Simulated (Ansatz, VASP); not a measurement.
Given: the input of a run of Ansatz 0.2.0 on TiPt3.

input.yaml

```yaml
crystal:
  lattice:
    - [3.8443313815, 0.0, 0.0]
    - [0.0, 3.8443313815, 0.0]
    - [0.0, 0.0, 3.8443313815]
  atoms:
    - { symbol: Pt, position: [0.5, 0.5, 0.0] }
    - { symbol: Pt, position: [0.5, 0.0, 0.5] }
    - { symbol: Pt, position: [0.0, 0.5, 0.5] }
    - { symbol: Ti, position: [0.0, 0.0, 0.0] }
hamiltonian:
  xc: pbesol
  pseudopotentials: { kind: paw }
kpoints:
  mp_grid: { grid: [7, 7, 7] }
scf:
  occupations: { method: fermi_dirac, width: 0.05 }
output:
  forces: true
  stress: true
  eigenvalues: true
```

Potentials or basis: Ansatz PAW.

Command:

```sh
$ ansatz run input.yaml --threads 1 --pin off --max-ram 3584MiB --backend cpu --events-out ev --progress --plain --runs-dir out
```

Question: Translate it to VASP 6.6.1. Potentials there: VASP PAW PBE potentials, release 64 (Pt, Ti_sv).

Answer: As run (the cutoff follows the program's own potentials):

Contents of INCAR:

```
SYSTEM = TiPt3
PREC = Accurate
ENCUT = 520
EDIFF = 1E-7
ISMEAR = -1
SIGMA = 0.05
LREAL = .False.
LASPH = .True.
NELM = 80
ALGO = Normal
ISIF = 2
LWAVE = .False.
LCHARG = .False.
GGA = PS
NBANDS = 29
```

The input KPOINTS:

```
regular mesh
0
Gamma
  7 7 7
  0 0 0
```

POSCAR

```
TiPt3
1.0
    3.8443313815      0.0000000000      0.0000000000
    0.0000000000      3.8443313815      0.0000000000
    0.0000000000      0.0000000000      3.8443313815
Pt Ti
3 1
Direct
    0.5000000000      0.5000000000      0.0000000000
    0.5000000000      0.0000000000      0.5000000000
    0.0000000000      0.5000000000      0.5000000000
    0.0000000000      0.0000000000      0.0000000000
```

Potentials or basis: VASP PAW PBE potentials, release 64 (Pt, Ti_sv).

Launch:

```sh
$ cat potpaw_PBE.64/Pt/POTCAR potpaw_PBE.64/Ti_sv/POTCAR > POTCAR
$ mpirun -np 1 vasp_std > vasp.out
```

Both were run:

|  | VASP | Ansatz | Ansatz less VASP |
| --- | --- | --- | --- |
| gap on the k mesh at the Fermi level (eV) | none | none | - |
| pressure (GPa) | 12.3 | 12.6 | +0.27 |

A gap of «none» marks a metal or a gap that the smearing closes. The two sets of potentials don't hold the same shells in valence.

Caveats: the PAW data sets were made with another functional, which shifts forces and pressure a little (VASP); the PAW data sets come from PBE, with cores solved anew for the run's functional, which leaves a small shift of forces and pressure (Ansatz). Spin-orbit coupling is left out, which matters for the levels of Pt.
